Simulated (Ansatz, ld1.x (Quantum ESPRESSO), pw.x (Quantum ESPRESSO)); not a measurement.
# Which Si potential is closest to all-electron in the bcc crystal?

All use PBE, scalar-relativistic, no spin, cutoffs from each file’s atomic test, pw.x 7.5; 15³ k-points, Fermi–Dirac smearing 0.01 Ry. Δ is the rms difference from all-electron LAPW of the E(V) curves that follow from fits to the pressures, over ±6 % in volume. Mesh and smearing are coarse and serve the comparison alone. The files are a selection: those with a ghost or negative overlap were mostly not run, and those with noisy or unconverged pressures or nearly equal Δ are left out.

All-electron: a0 = 3.083 Å (V0 = 14.65 Å³/atom), B0 = 93.0 GPa.

(1) Rank them by Δ, smallest first.
A. norm-conserving Troullier–Martins (Kleinman–Bylander form), ld1.x (Quantum ESPRESSO) 7.5, PBE; core [Ne], reference 3s1.5 3p2.5; waves: 3s (bound): rc 1.60 bohr; 3p (bound): rc 1.55 bohr; 3d channel at 0.05 Ry: rc 1.70 bohr; local part: all-electron potential smoothed inside 1.30 bohr (lloc = -2); core correction: a·sin(br)/r model core inside 1.55 bohr.
B. norm-conserving RRKJ (Kleinman–Bylander form), ld1.x (Quantum ESPRESSO) 7.5, PBE; core [Ne], reference 3s2 3p2; waves: 3s (bound): rc 1.45 bohr; 3p (bound): rc 1.85 bohr; 3d channel at 0.25 Ry: rc 1.70 bohr; local part: the d channel; core correction: Bessel-smoothed model core inside 1.00 bohr; rho0 0.01.
C. norm-conserving Troullier–Martins (Kleinman–Bylander form), ld1.x (Quantum ESPRESSO) 7.5, PBE; core [Ne], reference 3s2 3p2; waves: 3p (bound): rc 2.25 bohr; 3d channel at -0.15 Ry: rc 1.90 bohr; 3s (bound): rc 1.95 bohr; local part: the s channel; core correction: none.
D. ultrasoft, ld1.x (Quantum ESPRESSO) 7.5, PBE; core [Ne], reference 3s2 3p1; waves: 3s (bound): rcut 1.35, rcutus 1.85 bohr; 3s channel at -0.45 Ry: rcut 1.35, rcutus 1.85 bohr; 3p (bound): rcut 1.65, rcutus 1.95 bohr; 3p channel at 2.25 Ry: rcut 1.65, rcutus 1.95 bohr; 3d channel at 0.35 Ry: rcut 2.00, rcutus 2.35 bohr; 3d channel at 1 Ry: rcut 2.00, rcutus 2.35 bohr; local part: all-electron potential smoothed inside 1.70 bohr (lloc = -1); core correction: none; augmentation: built from norm-conserving waves at rcut, not smoothed further.

## Answers

(1) C (0.1 meV/atom), A (1.8 meV/atom), B (2.4 meV/atom), D (3.9 meV/atom).
